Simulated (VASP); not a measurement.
# ZnS (F-43m) in VASP: a series of runs, part 2 of 2

VASP 6.6.1. Earlier steps stand in the parts before.

### 3 Relaxation of cell and atoms, LDA

This run uses another cell than the first one, of 19.73 Å³/atom, 1.024 times its volume.

The input, INCAR:

```
PREC = Accurate
ENCUT = 600
EDIFF = 1E-6
ISMEAR = 0
SIGMA = 0.03
LREAL = False
LASPH = True
NELM = 80
ALGO = Normal
ISIF = 3
LWAVE = False
LCHARG = False
IBRION = 2
NSW = 90
EDIFFG = -0.01
```

The input, KPOINTS:

```
Automatic mesh
0
Gamma
  10 10 10
```

The input, POSCAR:

```
ZnS
1.0
    0.0000000000      2.7020000000      2.7020000000
    2.7020000000      0.0000000000      2.7020000000
    2.7020000000      2.7020000000      0.0000000000
Zn S
1 1
Direct
    0.2500000000      0.2500000000      0.2500000000
    0.0000000000      0.0000000000      0.0000000000
```

Potentials or basis: VASP PAW LDA potentials, release 64 (Zn, S).

Run with:

```
> cat potpaw_LDA.64/Zn/POTCAR potpaw_LDA.64/S/POTCAR > POTCAR
> mpirun -np 1 vasp_std > vasp.out
```

OUTCAR:

```text
PREC = Accurate
   ENCUT = 600
   EDIFF = 1E-6
   ISMEAR = 0
   LREAL = False
   LASPH = True
   NELM = 80
   ISIF = 3
   IBRION = 2
   NSW = 90
   EDIFFG = -0.01

 ion  position               nearest neighbor table
   1  0.250  0.250  0.250-   2 2.34   2 2.34   2 2.34   2 2.34
   2  0.000  0.000  0.000-   1 2.34   1 2.34   1 2.34   1 2.34

  LATTYP: Found a face centered cubic cell.
 ALAT       =     5.4040000000

  Lattice vectors:

 A1 = (   0.0000000000,   2.7020000000,   2.7020000000)
 A2 = (   2.7020000000,   0.0000000000,   2.7020000000)
 A3 = (   2.7020000000,   2.7020000000,   0.0000000000)

Analysis of symmetry for initial positions (statically):
=====================================================================
 Subroutine PRICEL returns:
 Original cell was already a primitive cell.

 Routine SETGRP: Setting up the symmetry group for a
 face centered cubic supercell.

 Subroutine GETGRP returns: Found 24 space group operations
 (whereof 24 operations were pure point group operations)
 out of a pool of 48 trial point group operations.

The static configuration has the point symmetry T_d .

Analysis of symmetry for dynamics (positions and initial velocities):
=====================================================================
 Subroutine PRICEL returns:
 Original cell was already a primitive cell.

 Routine SETGRP: Setting up the symmetry group for a
 face centered cubic supercell.

 Subroutine GETGRP returns: Found 24 space group operations
 (whereof 24 operations were pure point group operations)
 out of a pool of 48 trial point group operations.

The dynamic configuration has the point symmetry T_d .

 Subroutine INISYM returns: Found 24 space group operations
 (whereof 24 operations are pure point group operations),
 and found     1 'primitive' translations

----------------------------------------------------------------------------------------

                                     Primitive cell

  volume of cell :      39.4535

  direct lattice vectors                    reciprocal lattice vectors
     0.000000000  2.702000000  2.702000000    -0.185048113  0.185048113  0.185048113
     2.702000000  0.000000000  2.702000000     0.185048113 -0.185048113  0.185048113
     2.702000000  2.702000000  0.000000000     0.185048113  0.185048113 -0.185048113

  length of vectors
     3.821205046  3.821205046  3.821205046     0.320512733  0.320512733  0.320512733

  position of ions in fractional coordinates (direct lattice)
     0.250000000  0.250000000  0.250000000
     0.000000000  0.000000000  0.000000000

  ion indices of the primitive-cell ions
   primitive index   ion index
                 1           1
                 2           2

----------------------------------------------------------------------------------------

 KPOINTS: Automatic mesh

Automatic generation of k-mesh.
 Grid dimensions read from file:
 generate k-points for:   10   10   10

 Generating k-lattice:

  Cartesian coordinates                     Fractional coordinates (reciprocal lattice)
[... 47 lines left out ...]
   ions per type =               1   1
   NGX,Y,Z   is equivalent  to a cutoff of  13.92, 13.92, 13.92 a.u.
   NGXF,Y,Z  is equivalent  to a cutoff of  27.84, 27.84, 27.84 a.u.
 SYSTEM =  unknown system
   PREC   = accura    normal or accurate (medium, high low for compatibility)
   ISTART =      0    job   : 0-new  1-cont  2-samecut
   ICHARG =      2    charge: 1-file 2-atom 10-const
   ISPIN  =      1    spin polarized calculation?
   LNONCOLLINEAR =      F non collinear calculations
   LSORBIT =      F    spin-orbit coupling
   LASPH  =      T    aspherical Exc in radial PAW
   ENCUT  =  600.0 eV  44.10 Ry    6.64 a.u.   7.63  7.63  7.63*2*pi/ulx,y,z
   NELM   =     80;   NELMIN=  2; NELMDL= -5     # of ELM steps
   EDIFF  = 0.1E-05   stopping-criterion for ELM
   LREAL  =      F    real-space projection
   EDIFFG = -.1E-01   stopping-criterion for IOM
   NSW    =     90    number of steps for IOM
   IBRION =      2    ionic relax: 0-MD 1-quasi-New 2-CG
   NFREE  =      1    steps in history (QN), initial steepest desc. (CG)
   ISIF   =      3    stress and relaxation
   ISYM   =      2    0-nonsym 1-usesym 2-fastsym
   POTIM  = 0.5000    time-step for ionic-motion
   TEBEG  =    0.0;   TEEND  =   0.0 temperature during run
   PSTRESS=    0.0 pullay stress
   NELECT =      18.0000    total number of electrons
   NUPDOWN=      -1.0000    fix difference up-down
   EMIN   =  10.00;   EMAX   =-10.00  energy-range for DOS
   EFERMI =   0.00;   METHOD = LEGACY
   ISMEAR =     0;   SIGMA  =   0.03  broadening in eV -4-tet -1-fermi 0-gaus
   EFERMI_NEDOS =   21; number of points for ismear=-14 and -15
   IALGO  =     38    algorithm
   IMIX   =      4    mixing-type and parameters
     AMIX     =   0.40;   BMIX     =  1.00
     AMIX_MAG =   1.60;   BMIX_MAG =  1.00
  volume/ion in A,a.u.               =      19.73       133.12
  Fermi-wavevector in a.u.,A,eV,Ry     =   1.260290  2.381602 21.610537  1.588330
  Thomas-Fermi vector in A             =   2.393807
   LORBIT       =      0    0 simple, 1 ext, 2 COOP (PROOUT), +10 PAW based schemes
   GGA     = CA    functional components
   LHFCALC =     F    Hartree Fock is set to
   AEXX    =    0.0000 exact exchange contribution
   IVDW    =     0    specifies the selected vdW correction
   LEPSILON=     F    determine dielectric tensor
   LRPA    =     F    only Hartree local field effects (RPA)
 conjugate gradient relaxation of ions
 non-spin polarized calculation
 Gauss-broadening in eV      SIGMA  =   0.03
  energy-cutoff  :      600.00
  volume of cell :       39.45
 maximum number of plane-waves:      1363
   NGX = 15   NGY = 15   NGZ = 15

--------------------------------------- Ionic step        1  -------------------------------------------

 number of electron      17.9999998 magnetization

 Free energy of the ion-electron system (eV)
  ---------------------------------------------------
  ext. energy  EPLUGINS =         0.00000000
  ---------------------------------------------------
  free energy    TOTEN  =        -8.17723335 eV

  energy without entropy =       -8.17723335  energy(sigma->0) =       -8.17723335

------------------------ aborting loop because EDIFF is reached ----------------------------------------

  FORCE on cell =-STRESS in cart. coord.  units (eV):
  Direction    XX          YY          ZZ          XY          YZ          ZX
  --------------------------------------------------------------------------------------
  -------------------------------------------------------------------------------------
  Total       -1.0510502     -1.0510502     -1.0510502     -0.0000000      0.0000000      0.0000000
  in kB      -42.6823197    -42.6823197    -42.6823197     -0.0000000      0.0000000      0.0000000
  external PRESSURE =     -42.6823197 kB  Pullay stress =       0.0000000 kB
[... 131 lines left out ...]
--------------------------------------- Ionic step        5  -------------------------------------------

 number of electron      17.9999995 magnetization

 Free energy of the ion-electron system (eV)
  ---------------------------------------------------
  ext. energy  EPLUGINS =         0.00000000
  ---------------------------------------------------
  free energy    TOTEN  =        -8.20867128 eV

  energy without entropy =       -8.20867128  energy(sigma->0) =       -8.20867128

 E-fermi :   2.6617     XC(G=0): -10.3023

 val. band max:        2.4817995213   @ k =   0.0000   0.0000   0.0000
 cond. band min:       4.6286440242   @ k =   0.0000   0.0000   0.0000
 fundamental gap:      2.1468445029
 Fermi energy:         2.6616698602

 k-point     1 :       0.0000    0.0000    0.0000
  band No.  band energies     occupation
      1     -11.0421      2.00000
      2      -4.2613      2.00000
      3      -4.2613      2.00000
      4      -4.2613      2.00000
      5      -3.7119      2.00000
      6      -3.7119      2.00000
      7       2.4818      2.00000
      8       2.4818      2.00000
      9       2.4818      2.00000
     10       4.6286      0.00000
     11       8.6937      0.00000
     12       8.6937      0.00000
     13       8.6937      0.00000
[... 354 lines left out ...]
  band No.  band energies     occupation
      1      -9.9481      2.00000
      2      -4.3111      2.00000
      3      -3.9902      2.00000
      4      -3.9828      2.00000
      5      -3.6900      2.00000
      6      -3.6462      2.00000
      7      -1.5093      2.00000
      8       0.2727      2.00000
      9       0.5093      2.00000
     10       6.2559      0.00000
     11       7.0873      0.00000
     12      11.2709      0.00000
     13      12.2485      0.00000

 [... further k-points ...]
[... 5 lines left out ...]
  --------------------------------------------------------------------------------------
  -------------------------------------------------------------------------------------
  Total        0.0025143      0.0025143      0.0025143      0.0000000     -0.0000000      0.0000000
  in kB        0.1081006      0.1081006      0.1081006      0.0000000     -0.0000000      0.0000000
  external PRESSURE =       0.1081006 kB  Pullay stress =       0.0000000 kB
[... 17 lines left out ...]
  FREE ENERGIE OF THE ION-ELECTRON SYSTEM (eV)
  ---------------------------------------------------
  free  energy   TOTEN  =        -8.2086712776 eV

  energy  without entropy=       -8.2086712776  energy(sigma->0) =       -8.20867128

 reached required accuracy - stopping structural energy minimisation
```

Run time: 48 s. Hardware: 1 thread of Intel Xeon 6975P-C (Granite Rapids), shared host; peak memory 0.18 GiB.

Results:

- Free energy: -8.2087 eV
- Relaxed volume: 18.63 Å³/atom
- Relaxed cell: a = 3.749 Å, b = 3.749 Å, c = 3.749 Å, α = 60.00°, β = 60.00°, γ = 60.00°
- Space group after relaxing (to 0.05 Å): F-43m (No. 216)
- Energy gained by relaxing: 15.7 meV/atom
- Ionic steps: 5
- Pressure after relaxing: 0.0 GPa
- Band gap on the k mesh: 2.15 eV, direct

Step by step:
| step | energy change (eV) | largest force (eV/Å) | pressure (GPa) | volume (Å³) |
| --- | --- | --- | --- | --- |
| 1 | 0.0000 | 0.0000 | -4.27 | 39.45 |
| 2 | -0.0275 | 0.0000 | 1.78 | 36.53 |
| 3 | -0.0314 | 0.0000 | -0.13 | 37.24 |
| 4 | -0.0314 | 0.0000 | 0.12 | 37.19 |
| 5 | -0.0314 | 0.0000 | 0.01 | 37.26 |

Final structure:
```
Zn S
1.0
     0.00000    2.65108    2.65108
     2.65108    0.00000    2.65108
     2.65108    2.65108    0.00000
Zn S
1 1
Cartesian
  1.3255 1.3255 1.3255
  0.0000 0.0000 0.0000
```

As with any semilocal functional, this LDA gap is likely too small. LDA usually gives volumes a few per cent too small.

### 4 Relaxation of cell and atoms, LDA

This run uses another cell than the first one, of 18.63 Å³/atom, 0.968 times its volume.

Edit INCAR of step 3 so:

```diff
@@ -2,3 +2,3 @@
 ENCUT = 600
-EDIFF = 1E-6
+EDIFF = 1E-7
 ISMEAR = 0
@@ -14,2 +14,2 @@
 NSW = 90
-EDIFFG = -0.01
+EDIFFG = -0.005
```

KPOINTS is that of step 3.

The input, POSCAR:

```
ZnS                                     
1.0
   -0.0000000000      2.6510812127      2.6510812127
    2.6510812127      0.0000000000      2.6510812127
    2.6510812127      2.6510812127     -0.0000000000
  Zn              S             
     1     1
Direct
     0.2500000000000000    0.2500000000000000    0.2500000000000000
     0.0000000000000000    0.0000000000000000    0.0000000000000000
```

Run with:

```
> cat potpaw_LDA.64/Zn/POTCAR potpaw_LDA.64/S/POTCAR > POTCAR
> mpirun -np 1 vasp_std > vasp.out
```

Run time: 19 s. Hardware: 1 thread of Intel Xeon 6975P-C (Granite Rapids), shared host; peak memory 0.16 GiB.

It converged, with:

```yaml
Free_energy: -8.2082 eV
Pressure_after_relaxing: 0.0 GPa
Band_gap_on_the_k_mesh: 2.15 eV, direct
```

Final structure:
```yaml
crystal:
  lattice:
    - [0.00000, 2.65108, 2.65108]
    - [2.65108, 0.00000, 2.65108]
    - [2.65108, 2.65108, 0.00000]
  atoms:
    - { symbol: Zn, position: [0.25000, 0.25000, 0.25000] }
    - { symbol: S, position: [0.00000, 0.00000, 0.00000] }
```

Levels at points of the mesh, in eV from the valence-band top:
```csv
k point,band 7,band 8,band 9,band 10,band 11,band 12
"(0.00, 0.00, 0.00)",0.00,0.00,0.00,2.15,6.21,6.21
"(0.50, 0.00, 0.00)",-5.76,-0.96,-0.96,3.23,6.76,6.76
"(0.50, 0.50, 0.00)",-4.90,-2.46,-2.46,3.06,3.89,11.14
```

Caveat: the relaxation stopped at its first step, so nothing moved.

### 5 Relaxation of the atoms, LDA (a relaxed cell with its volume scaled by 0.94)

The input, INCAR:

```
PREC = Accurate
ENCUT = 600
EDIFF = 1E-7
ISMEAR = 0
SIGMA = 0.03
LREAL = False
LASPH = True
NELM = 80
ALGO = Fast
ISIF = 2
LWAVE = False
LCHARG = False
IBRION = 2
NSW = 40
EDIFFG = -0.01
```

KPOINTS is that of step 4.

The input, POSCAR:

```
ZnS                                     
1.0
    0.0000000000      2.5969623290      2.5969623290
    2.5969623290      0.0000000000      2.5969623290
    2.5969623290      2.5969623290      0.0000000000
  Zn              S             
     1     1
Direct
     0.2500000000000000    0.2500000000000000    0.2500000000000000
     0.0000000000000000    0.0000000000000000    0.0000000000000000
```

Run with:

```
> cat potpaw_LDA.64/Zn/POTCAR potpaw_LDA.64/S/POTCAR > POTCAR
> mpirun -np 1 vasp_std > vasp.out
```

Run time: 20 s. Hardware: 1 thread of Intel Xeon 6975P-C (Granite Rapids), shared host; peak memory 0.16 GiB.

The run converged. Its results:

```yaml
Free_energy: -8.1675 eV
Pressure_after_relaxing: 6.2 GPa
Band_gap_on_the_k_mesh: 2.43 eV, direct
```

Final structure:
```cif
data_structure
_symmetry_space_group_name_H-M 'P 1'
_symmetry_Int_Tables_number 1
_cell_length_a 3.6727
_cell_length_b 3.6727
_cell_length_c 3.6727
_cell_angle_alpha 60.000
_cell_angle_beta 60.000
_cell_angle_gamma 60.000
_cell_volume 35.03
loop_
_atom_site_label
_atom_site_type_symbol
_atom_site_fract_x
_atom_site_fract_y
_atom_site_fract_z
_atom_site_occupancy
Zn1 Zn 0.25000 0.25000 0.25000 1
S1 S 0.00000 0.00000 0.00000 1
```

Levels at points of the mesh, in eV from the valence-band top:
```tsv
k point	band 5	band 6	band 7	band 8	band 9	band 10	band 11	band 12	band 13
(0.00, 0.00, 0.00)	-6.43	-6.43	0.00	0.00	0.00	2.43	6.15	6.15	6.15
(0.50, 0.00, 0.00)	-6.39	-6.29	-6.10	-1.06	-1.06	3.34	6.70	6.70	9.04
(0.50, 0.50, 0.00)	-6.32	-6.16	-5.16	-2.71	-2.71	2.91	3.84	11.64	12.62
```

Caveat: the relaxation stopped at its first step, so nothing moved.

### 6 Relaxation of the atoms, LDA (a relaxed cell with its volume scaled by 0.96)

INCAR is that of step 5.

KPOINTS is that of step 5.

The input, POSCAR:

```
ZnS                                     
1.0
    0.0000000000      2.6152513987      2.6152513987
    2.6152513987      0.0000000000      2.6152513987
    2.6152513987      2.6152513987      0.0000000000
  Zn              S             
     1     1
Direct
     0.2500000000000000    0.2500000000000000    0.2500000000000000
     0.0000000000000000    0.0000000000000000    0.0000000000000000
```

Potentials or basis: VASP PAW LDA potentials, release 64 (Zn, S).

Run with:

```
> cat potpaw_LDA.64/Zn/POTCAR potpaw_LDA.64/S/POTCAR > POTCAR
> mpirun -np 1 vasp_std > vasp.out
```

Run time: 20 s. Hardware: 1 thread of Intel Xeon 6975P-C (Granite Rapids), shared host; peak memory 0.16 GiB.

It converged, with:

```yaml
Free_energy: -8.1907 eV
Pressure_after_relaxing: 3.9 GPa
Band_gap_on_the_k_mesh: 2.34 eV, direct
```

Final structure:
```
CELL_PARAMETERS angstrom
0.00000 2.61525 2.61525
2.61525 0.00000 2.61525
2.61525 2.61525 0.00000
ATOMIC_POSITIONS crystal
Zn 0.25000 0.25000 0.25000
S 0.00000 0.00000 0.00000
```

Levels at points of the mesh, in eV from the valence-band top:
| k point | band 6 | band 7 | band 8 | band 9 | band 10 | band 11 | band 12 | band 13 |
| --- | --- | --- | --- | --- | --- | --- | --- | --- |
| (0.00, 0.00, 0.00) | -6.34 | 0.00 | 0.00 | 0.00 | 2.34 | 6.17 | 6.17 | 6.17 |
| (0.50, 0.00, 0.00) | -6.16 | -6.00 | -1.03 | -1.03 | 3.30 | 6.72 | 6.72 | 8.97 |
| (0.50, 0.50, 0.00) | -6.08 | -5.07 | -2.62 | -2.62 | 2.97 | 3.86 | 11.46 | 12.47 |

Caveat: the relaxation stopped at its first step, so nothing moved.

### 7 Overview

| task | level | potentials or basis | cell | gap on the mesh (eV) | pressure (GPa) |
| --- | --- | --- | --- | --- | --- |
| relaxation of cell and atoms | PBEsol | VASP PAW PBE potentials, release 64 (Zn, S) | relaxed | 2.08 | 0.0 |
| relaxation of cell and atoms | LDA | VASP PAW LDA potentials, release 64 (Zn, S) | relaxed | 2.15 | 0.0 |
| relaxation of the atoms | LDA | VASP PAW LDA potentials, release 64 (Zn, S) | atoms relaxed from: a relaxed cell with its volume scaled by 0.94 | 2.43 | 6.2 |
| relaxation of the atoms | LDA | VASP PAW LDA potentials, release 64 (Zn, S) | atoms relaxed from: a relaxed cell with its volume scaled by 0.96 | 2.34 | 3.9 |

Alike in all rows: no spin polarisation; k mesh 10 × 10 × 10; cutoff (eV) 600; smearing gaussian 0.03 eV.

Caveats: the relaxation stopped at its first step, so nothing moved; the PAW data sets were made with another functional, which shifts forces and pressure a little (some runs).

Absolute energies hang on the potentials; compare differences alone.
